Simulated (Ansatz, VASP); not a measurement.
# CdInCl3 in two plane-wave programs, part 3 of 3

Wanted: the spread between two codes on one cell, functional and k mesh. The cell is generated by rule, not measured, and may not be a known phase. The cell is taken from a series of runs on this material, whose earlier steps may have relaxed, scaled, displaced or heated it; both programs get it as it stands.

VASP 6.6.1 and Ansatz 0.2.0.

So far: Starting point; Ansatz: zone-centre phonons, PBEsol; VASP: zone-centre phonons, PBEsol.

## Step 3: VASP: zone-centre phonons, PBEsol (continued)

Level of this step: PBEsol; plane waves and PAW (In_d, Cd, Cl); invented cell (VASP).

Numbers of over 12 decimals in the logs are rounded to 6 here.

From OUTCAR (step 3):

```text
ion  position               nearest neighbor table
   1  0.000  0.500  0.000-   5 3.20   6 3.20   5 3.20   6 3.20
   2  0.500  0.000  0.000-   7 3.20   8 3.20   7 3.20   8 3.20
   3  0.000  0.000  0.500-   5 2.58   6 2.58   7 2.58   8 2.58   9 2.63   9 2.63
   4  0.500  0.500  0.500-   5 2.58   6 2.58   7 2.58   8 2.58  10 2.63  10 2.63
   5  0.183  0.683  0.500-   3 2.58   4 2.58   1 3.20   1 3.20
   6  0.817  0.317  0.500-   3 2.58   4 2.58   1 3.20   1 3.20
   7  0.683  0.817  0.500-   3 2.58   4 2.58   2 3.20   2 3.20
   8  0.317  0.183  0.500-   3 2.58   4 2.58   2 3.20   2 3.20
   9  0.000  0.000  0.000-   3 2.63   3 2.63
  10  0.500  0.500  0.000-   4 2.63   4 2.63

  LATTYP: Found a simple tetragonal cell.
 ALAT       =     7.0485473242
 C/A-ratio  =     0.7467166921

 Subroutine GETGRP returns: Found 16 space group operations
 (whereof  8 operations were pure point group operations)

The static configuration has the point symmetry C_4h.
 The point group associated with its full space group is D_4h.

 Found     18 irreducible k-points:

   k-points           NKPTS =     18   k-points in BZ     NKDIM =     18   number of bands    NBANDS=     57

   dimension x,y,z NGX =    54 NGY =   54 NGZ =   40
   dimension x,y,z NGXF=   108 NGYF=  108 NGZF=   80

   ENCUT  =  500.0 eV  36.75 Ry    6.06 a.u.  12.85 12.85  9.60*2*pi/ulx,y,z

   NELECT =      92.0000    total number of electrons

 k-points in reciprocal lattice and weights: Automatic mesh
   0.00000000  0.00000000  0.00000000       0.016
   0.25000000  0.00000000  0.00000000       0.062
   0.50000000  0.00000000  0.00000000       0.031
   0.25000000  0.25000000  0.00000000       0.062
   0.50000000  0.25000000  0.00000000       0.062
   0.50000000  0.50000000  0.00000000       0.016
   0.00000000  0.00000000  0.25000000       0.031
   0.25000000  0.00000000  0.25000000       0.125
   0.50000000  0.00000000  0.25000000       0.062
[...]
0.50000000  0.25000000  0.50000000       0.062
   0.50000000  0.50000000  0.50000000       0.016

 average (electrostatic) potential at core
       1 -97.7485       2 -97.7485       3 -38.7711       4 -38.7711       5 -93.0560
       6 -93.0560       7 -93.0560       8 -93.0560       9 -92.9305      10 -92.9305

  Total        0.2635644      0.2635644      0.2196221      0.0000000     -0.0000000     -0.0000000
  in kB        1.6148886      1.6148886      1.3456491      0.0000000     -0.0000000     -0.0000000
  external PRESSURE =       1.5251421 kB  Pullay stress =       0.0000000 kB

  energy-cutoff  :      500.00
  volume of cell :      261.49
      direct lattice vectors                 reciprocal lattice vectors
     7.048547324  0.000000000  0.000000000     0.141873205  0.000000000  0.000000000
     0.000000000  7.048547324  0.000000000     0.000000000  0.141873205  0.000000000
     0.000000000  0.000000000  5.263267942     0.000000000  0.000000000  0.189996027

 POSITION                                       TOTAL-FORCE (eV/Angst)
[...]
3.524274  0.000000  0.000000     0.000000   -0.000000   -0.000000
      0.000000  0.000000  2.631634     0.000000   -0.000000   -0.000000
      3.524274  3.524274  2.631634     0.000000   -0.000000    0.000000
      1.286817  4.811091  2.631634     0.353553   -0.353553   -0.000000
      5.761730  2.237457  2.631634    -0.353553    0.353553   -0.000000
      4.811091  5.761730  2.631634    -0.353553   -0.353553    0.000000
      2.237457  1.286817  2.631634     0.353553    0.353553    0.000000
      0.000000  0.000000  0.000000    -0.000000   -0.000000   -0.000000
      3.524274  3.524274  0.000000     0.000000    0.000000    0.000000

   2 f  =    7.491422 THz    47.069991 2PiTHz  249.886931 cm-1    30.982017 meV
             X         Y         Z           dx          dy          dz
      0.000000  3.524274  0.000000     0.004545   -0.005517    0.000000
      3.524274  0.000000  0.000000    -0.003779    0.004905    0.000000
      0.000000  0.000000  2.631634     0.138602   -0.220382   -0.000000
      3.524274  3.524274  2.631634     0.245568   -0.086460    0.000000
      1.286817  4.811091  2.631634    -0.439453    0.459879    0.000000
      5.761730  2.237457  2.631634    -0.439453    0.459879    0.000000
      4.811091  5.761730  2.631634     0.040946   -0.141585   -0.000000
      2.237457  1.286817  2.631634     0.040946   -0.141585    0.000000
      0.000000  0.000000  0.000000     0.040996   -0.064536   -0.000000
      3.524274  3.524274  0.000000     0.072001   -0.025717    0.000000

   3 f  =    7.491422 THz    47.069991 2PiTHz  249.886931 cm-1    30.982017 meV
             X         Y         Z           dx          dy          dz
      0.000000  3.524274  0.000000     0.004905    0.003779   -0.000000
      3.524274  0.000000  0.000000    -0.005517   -0.004545   -0.000000
      0.000000  0.000000  2.631634    -0.220382   -0.138602    0.000000
      3.524274  3.524274  2.631634    -0.086460   -0.245568   -0.000000
      1.286817  4.811091  2.631634    -0.141585   -0.040946    0.000000
      5.761730  2.237457  2.631634    -0.141585   -0.040946    0.000000
      4.811091  5.761730  2.631634     0.459879    0.439453    0.000000
      2.237457  1.286817  2.631634     0.459879    0.439453   -0.000000
      0.000000  0.000000  0.000000    -0.064536   -0.040996    0.000000
      3.524274  3.524274  0.000000    -0.025717   -0.072001    0.000000

   4 f  =    6.777051 THz    42.581466 2PiTHz  226.058082 cm-1    28.027617 meV
             X         Y         Z           dx          dy          dz
      0.000000  3.524274  0.000000    -0.000000   -0.000000   -0.003513
      3.524274  0.000000  0.000000     0.000000   -0.000000   -0.003513
      0.000000  0.000000  2.631634     0.000000   -0.000000   -0.219248
      3.524274  3.524274  2.631634     0.000000    0.000000   -0.219248
      1.286817  4.811091  2.631634    -0.000000    0.000000   -0.126958
      5.761730  2.237457  2.631634    -0.000000    0.000000   -0.126958
      4.811091  5.761730  2.631634    -0.000000   -0.000000   -0.126958
      2.237457  1.286817  2.631634    -0.000000   -0.000000   -0.126958
      0.000000  0.000000  0.000000     0.000000   -0.000000    0.647828
      3.524274  3.524274  0.000000    -0.000000   -0.000000    0.647828

   5 f  =    6.683397 THz    41.993023 2PiTHz  222.934135 cm-1    27.640298 meV
             X         Y         Z           dx          dy          dz
      0.000000  3.524274  0.000000    -0.000000   -0.000000    0.000000
      3.524274  0.000000  0.000000     0.000000   -0.000000    0.000000
      0.000000  0.000000  2.631634     0.000000   -0.000000   -0.213485
      3.524274  3.524274  2.631634     0.000000    0.000000    0.213485
      1.286817  4.811091  2.631634    -0.000000    0.000000   -0.000000
      5.761730  2.237457  2.631634    -0.000000    0.000000   -0.000000
      4.811091  5.761730  2.631634    -0.000000   -0.000000   -0.000000
      2.237457  1.286817  2.631634    -0.000000   -0.000000   -0.000000
      0.000000  0.000000  0.000000     0.000000   -0.000000    0.674110
      3.524274  3.524274  0.000000    -0.000000    0.000000   -0.674110

   6 f  =    4.639574 THz    29.151304 2PiTHz  154.759537 cm-1    19.187728 meV
             X         Y         Z           dx          dy          dz
      0.000000  3.524274  0.000000     0.000000    0.000000   -0.000000
      3.524274  0.000000  0.000000    -0.000000    0.000000    0.000000
      0.000000  0.000000  2.631634     0.000000   -0.000000    0.000000
      3.524274  3.524274  2.631634    -0.000000    0.000000   -0.000000
      1.286817  4.811091  2.631634     0.353553   -0.353553    0.000000
      5.761730  2.237457  2.631634    -0.353553    0.353553    0.000000
      4.811091  5.761730  2.631634     0.353553    0.353553    0.000000
      2.237457  1.286817  2.631634    -0.353553   -0.353553    0.000000
      0.000000  0.000000  0.000000     0.000000   -0.000000    0.000000
      3.524274  3.524274  0.000000    -0.000000   -0.000000    0.000000

   7 f  =    4.591157 THz    28.847089 2PiTHz  153.144504 cm-1    18.987490 meV
             X         Y         Z           dx          dy          dz
      0.000000  3.524274  0.000000     0.000000    0.000000    0.000000
      3.524274  0.000000  0.000000     0.000000   -0.000000   -0.000000
      0.000000  0.000000  2.631634    -0.000000   -0.000000   -0.000000
      3.524274  3.524274  2.631634    -0.000000    0.000000    0.000000
      1.286817  4.811091  2.631634    -0.353553   -0.353553   -0.000000
      5.761730  2.237457  2.631634     0.353553    0.353553   -0.000000
      4.811091  5.761730  2.631634     0.353553   -0.353553   -0.000000
      2.237457  1.286817  2.631634    -0.353553    0.353553    0.000000
      0.000000  0.000000  0.000000     0.000000   -0.000000   -0.000000
      3.524274  3.524274  0.000000     0.000000   -0.000000    0.000000

   8 f  =    4.340466 THz    27.271951 2PiTHz  144.782356 cm-1    17.950716 meV
             X         Y         Z           dx          dy          dz
      0.000000  3.524274  0.000000    -0.068528   -0.060193   -0.000000
      3.524274  0.000000  0.000000     0.032784    0.001381    0.000000
      0.000000  0.000000  2.631634    -0.385970    0.496971    0.000000
      3.524274  3.524274  2.631634     0.618884   -0.113738   -0.000000
      1.286817  4.811091  2.631634    -0.203096   -0.220761    0.000000
      5.761730  2.237457  2.631634    -0.203096   -0.220761    0.000000
      4.811091  5.761730  2.631634     0.015501   -0.087906   -0.000000
      2.237457  1.286817  2.631634     0.015501   -0.087906   -0.000000
      0.000000  0.000000  0.000000    -0.009239    0.036219    0.000000
      3.524274  3.524274  0.000000     0.036405    0.008479    0.000000

   9 f  =    4.340466 THz    27.271951 2PiTHz  144.782356 cm-1    17.950716 meV
             X         Y         Z           dx          dy          dz
      0.000000  3.524274  0.000000     0.001381   -0.032784    0.000000
      3.524274  0.000000  0.000000    -0.060193    0.068528    0.000000
      0.000000  0.000000  2.631634     0.496971    0.385970    0.000000
      3.524274  3.524274  2.631634    -0.113738   -0.618884   -0.000000
      1.286817  4.811091  2.631634    -0.087906   -0.015501   -0.000000
      5.761730  2.237457  2.631634    -0.087906   -0.015501   -0.000000
      4.811091  5.761730  2.631634    -0.220761    0.203096   -0.000000
      2.237457  1.286817  2.631634    -0.220761    0.203096    0.000000
      0.000000  0.000000  0.000000     0.036219    0.009239   -0.000000
      3.524274  3.524274  0.000000     0.008479   -0.036405   -0.000000
    [... 271 further lines ...]
      0.000000  0.000000  0.000000    -0.382978   -0.174034   -0.000000
      3.524274  3.524274  0.000000     0.128247    0.400640   -0.000000

 MACROSCOPIC STATIC DIELECTRIC TENSOR IONIC CONTRIBUTION
 ------------------------------------------------------
           4.861971     0.000000     0.000000
           0.000000     4.861971     0.000000
           0.000000     0.000000    47.778091
 ------------------------------------------------------

 ELASTIC MODULI CONTR FROM IONIC RELAXATION (kBar)
 Direction    XX          YY          ZZ          XY          YZ          ZX
 --------------------------------------------------------------------------------
 XX         -74.8531    -53.0566     30.5082      0.0000      0.0000      0.0000
 YY         -53.0566    -74.8531     30.5082     -0.0000      0.0000      0.0000
 ZZ          30.5082     30.5082    -14.5533     -0.0000     -0.0000     -0.0000
 XY           0.0000     -0.0000     -0.0000    -45.6480      0.0000      0.0000
 YZ           0.0000      0.0000     -0.0000      0.0000    -12.3952      0.0000
 ZX           0.0000      0.0000     -0.0000      0.0000      0.0000    -18.7698
 --------------------------------------------------------------------------------

 PIEZOELECTRIC TENSOR IONIC CONTR  for field in x, y, z        (C/m^2)
          XX          YY          ZZ          XY          YZ          ZX
  --------------------------------------------------------------------------------
  x     0.00000    -0.00000    -0.00000    -0.00000    -0.00000     0.00000
  y    -0.00000    -0.00000     0.00000    -0.00000     0.00000     0.00000
  z     0.00000     0.00000    -0.00000     0.00000     0.00000    -0.00000
```

## Step 4: Comparison

Known differences besides the potentials themselves: fixed occupations in Ansatz, narrow Gaussian smearing in VASP; the data sets hold 108 valence electrons in Ansatz (on its PAW soft_1 files) and 92 in VASP; the cutoff is 420 eV in Ansatz and 500 eV in VASP; Ansatz makes its cores anew for this functional, VASP keeps those of its PBE data sets. Total energies have different zeros and are not compared.

Both answers:

| quantity | Ansatz | VASP | difference |
| --- | --- | --- | --- |
| ε∞ xx | 4.46 | 4.45 | +0.26 % |
| ε∞ yy | 4.46 | 4.45 | +0.26 % |
| ε∞ zz | 4.66 | 4.65 | +0.33 % |
| Born charge of In1 (mean of the diagonal) (e) | 2.03 | 2.03 | 0.00 |
| Born charge of Cd3 (mean of the diagonal) (e) | 2.70 | 2.69 | +0.01 |
| Born charge of Cl5 (mean of the diagonal) (e) | -1.55 | -1.55 | 0.00 |
| optical mode 1 to 2 (imaginary, printed as negative) (cm⁻¹) | -27.3 | -26.7 | -0.6 |
| optical mode 3 to 4 (imaginary, printed as negative) (cm⁻¹) | -20.1 | -18.2 | -1.9 |
| optical mode 5 (cm⁻¹) | 23.2 | 26.8 | -3.6 |
| optical mode 6 (cm⁻¹) | 37.2 | 40.4 | -3.2 |
| optical mode 7 to 8 (cm⁻¹) | 41.9 | 40.6 | +1.3 |
| optical mode 9 (cm⁻¹) | 50.0 | 51.6 | -1.6 |
| optical mode 10 (cm⁻¹) | 56.4 | 56.2 | +0.30 % |
| optical mode 11 to 12 (cm⁻¹) | 58.7 | 58.2 | +0.86 % |
| optical mode 13 (cm⁻¹) | 72.1 | 71.3 | +1.02 % |
| optical mode 14 to 15 (cm⁻¹) | 94.5 | 94.2 | +0.35 % |
| optical mode 16 to 17 (cm⁻¹) | 99.7 | 98.7 | +1.08 % |
| optical mode 18 (cm⁻¹) | 111.6 | 111.5 | +0.08 % |
| optical mode 19 to 20 (cm⁻¹) | 141.9 | 144.8 | -2.02 % |
| optical mode 21 (cm⁻¹) | 148.5 | 153.1 | -3.01 % |
| optical mode 22 (cm⁻¹) | 153.1 | 154.8 | -1.05 % |
| optical mode 23 (cm⁻¹) | 218.2 | 222.9 | -2.12 % |
| optical mode 24 (cm⁻¹) | 221.6 | 226.1 | -1.98 % |
| optical mode 25 to 26 (cm⁻¹) | 244.6 | 249.9 | -2.12 % |
| optical mode 27 (cm⁻¹) | 267.8 | 271.2 | -1.26 % |

Modes are paired by rising frequency, not by their patterns, so a pair may set unlike modes beside each other; they are those without the splitting of longitudinal modes.

## Step 5: Results

| Property | Result |
| --- | --- |
| r.m.s. difference of the optical zone-centre modes, each program's sorted by frequency (zone-centre phonons, PBEsol) | 2.7 cm⁻¹ |
| difference in optical mode 21 (zone-centre phonons, PBEsol) | -3.0 % |

**Reading.** The r.m.s. difference of the optical zone-centre modes, each program's sorted by frequency is 2.7 cm⁻¹ (zone-centre phonons, PBEsol). The data sets hold unlike numbers of valence electrons (108 in Ansatz and 92 in VASP), so part of the differences comes from the potentials. Among the rows given in per cent, the largest difference of the zone-centre phonons, PBEsol pair is in optical mode 21, -3.0 %. How closely two codes agree says nothing of how well the functional describes the real material.

[Lines on the potential files, build, host, timing and source positions are cut from VASP's logs without a mark.]

[Logs are printed without paths, hosts, clocks, repeated set-up lines and the standing remarks that a program may print on its own settings, such as how far it seeks lower states.]

[Hosts, paths, dates, database ids (printed as entryN), source tags and the programs' standing remarks are cut or masked in the printed files.]
